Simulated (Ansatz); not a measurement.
# Phase order of Sr (with spin–orbit coupling)

Structure types of Sr are relaxed in primitive cells with their symmetry kept at 0 GPa, first on PAW files, then by LAPW. The enthalpy is E + pV at zero temperature, without zero-point motion. Only the types listed were tried, and differences under about 5 meV/atom are mesh noise.

Computed with Ansatz 0.2.0; functional PBE, with spin–orbit coupling. Settings: Fermi–Dirac smearing of 0.05 eV, no spin polarisation. Methods: LAPW: all electrons, basis error target 0.5 meV/atom; PAW: frozen-core files, cutoff 420 eV.

k meshes: fcc 12×12×12, bcc 12×12×12, hcp 11×11×6.

Task: Which type is lowest in enthalpy, and by how much?

Result: fcc, 1 meV/atom below hcp, which is within the noise of the k meshes. The whole table:

| start type | ends as | a, b, c (Å) | V (Å³/atom) | H − H(lowest), LAPW (meV/atom) | same, PAW |
| --- | --- | --- | --- | --- | --- |
| fcc | fcc, Fm-3m | 6.035, 6.035, 6.035 | 54.96 | 0.0 | 0.0 |
| bcc | bcc, Im-3m | 4.758, 4.758, 4.758 | 53.85 | 6.0 | 6.0 |
| hcp | hcp, P6_3/mmc | 4.265, 4.265, 7.023 | 55.31 | 1.4 | 1.4 |
